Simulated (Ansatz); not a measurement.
## Tuning gaps by epitaxial strain

Plane-wave DFT in Ansatz, PBEsol, scalar-relativistic PAW potentials, cutoff 420 eV, no spin-orbit coupling; no spin polarisation. Equal strain along a and b of the conventional cell, c and the atoms relaxed; gaps sought over the whole zone.

| crystal | strain: gap (eV) |
| --- | --- |
| ZnO (P6_3mc) | -6.0 %: 0.588; -4.0 %: 0.633; -2.0 %: 0.672; +0.0 %: 0.704; +2.0 %: 0.723; +4.0 %: 0.731; +6.0 %: 0.748 |
| BaTiO₃ (P4mm) | -4.5 %: 1.953; -3.0 %: 1.914; -1.5 %: 1.882; +0.0 %: 1.849; +1.5 %: 1.814; +3.0 %: 1.714; +4.5 %: 1.582 |
| ZnSe (F-43m) | -6.0 %: 1.184; -4.0 %: 1.224; -2.0 %: 1.241; +0.0 %: 1.239; +2.0 %: 1.074; +4.0 %: 0.923; +6.0 %: 0.784 |
| SnO₂ (P4_2/mnm) | -4.5 %: 1.353; -3.0 %: 1.203; -1.5 %: 1.058; +0.0 %: 0.920; +1.5 %: 0.797; +3.0 %: 0.696; +4.5 %: 0.620 |

Q: What are the slopes on either side of zero strain, and why can they differ?

A: ZnO (P6_3mc) +16 and +10; BaTiO₃ (P4mm) -22 and -23; ZnSe (F-43m) -1 and -83; SnO₂ (P4_2/mnm) -92 and -82 meV per % (over the first step on the compressive side, then on the tensile side; a positive slope means the gap grows as the plane is stretched). The slope drops from the first side to the second in ZnSe (F-43m). The gap is the smallest distance between any valence top and conduction valley, so its slope drops where another pair takes over. In ZnSe (F-43m) the shear part of the strain lowers the cubic symmetry and splits a degenerate band edge or a set of equal valleys, and whichever member moves into the gap sets it on each side of zero. Relaxations kept the strained cell's symmetry, so distortions at large strain weren't sought, and coherent films seldom hold more than 2 to 3 %. Splitting by shear is how strain cuts scattering and transport mass in Si and Ge channels; masses under strain weren't computed. The slope of one pair of band edges is as a rule more reliable than the Kohn–Sham gap, while the strain at which pairs cross shifts with the functional.

Spin-orbit coupling, left out, matters for the members with heavy elements.

Cost: about 34 core-minutes for the runs cited, on Arm Neoverse V1, Intel Xeon Platinum 8259CL (Skylake/Cascade Lake), Intel Xeon 6975P-C (Granite Rapids) and other processors (shared hosts).